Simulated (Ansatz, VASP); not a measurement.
# Ir in VASP and in Ansatz

INCAR

```
ALGO = Normal
EDIFF = 1E-7
ENCUT = 520
GGA = RP
ISIF = 2
ISMEAR = -1
LASPH = True
LCHARG = True
LELF = True
LREAL = False
LVHAR = True
LWAVE = False
NBANDS = 16
NELM = 80
PREC = Accurate
SIGMA = 0.1
```

File KPOINTS:

```
k-points
0
Gamma
  15 15 8
```

The input POSCAR:

```
Ir
1.0
    2.7599121322      0.0000000000      0.0000000000
   -1.3799560661      2.3901540187      0.0000000000
    0.0000000000      0.0000000000      4.4753356895
Ir
2
Direct
    0.3333333333      0.6666666667      0.2500000000
    0.6666666667      0.3333333333      0.7500000000
```

Input for Ansatz:

```yaml
crystal:
  lattice:
    - [2.7599121322, 0.0, 0.0]
    - [-1.3799560661, 2.3901540187, 0.0]
    - [0.0, 0.0, 4.4753356895]
  atoms:
    - { symbol: Ir, position: [0.3333333333, 0.6666666667, 0.25] }
    - { symbol: Ir, position: [0.6666666667, 0.3333333333, 0.75] }
hamiltonian:
  xc: rpbe
  pseudopotentials:
    kind: paw
    azcp:
      Ir: "pseudopotentials/Ir.paw.azcp"
basis:
  ecutwfc: 420
  fft_grid_basis: typed
kpoints:
  mp_grid: { grid: [15, 15, 8], shift: [0, 0, 0] }
magnetization:
  spin_polarized: false
scf:
  occupations: { method: fermi_dirac, width: 0.1 }
  lower_state_search: "off"
output:
  stress: true
```

Alike in both runs: task single point; functional RPBE; k mesh 15 × 15 × 8; occupations fermi-dirac, width 0.1 eV; no spin polarisation.

|  | VASP | Ansatz |
| --- | --- | --- |
| version | VASP 6.6.1 | Ansatz 0.2.0 |
| potentials or method | VASP PAW PBE potentials, release 64 (Ir) | plane waves (420 eV) with PAW, scalar-relativistic |
| plane-wave cutoff (eV) | 520 | 420 |
| valence electrons in the cell | 18 | 34 |

Ansatz gave:

```
pressure (GPa)                                  : -0.1
largest component of the traceless stress (GPa) : 0.13
```

Question: Which values does VASP return?

Answer: Pressure (GPa): 0.2; largest component of the traceless stress (GPa): 0.09.

The two sets of potentials don't hold the same shells in valence.

Caveats: the PAW data sets were made with another functional, which shifts forces and pressure a little (VASP). The runs have no spin-orbit coupling, so splittings on Ir are missing.
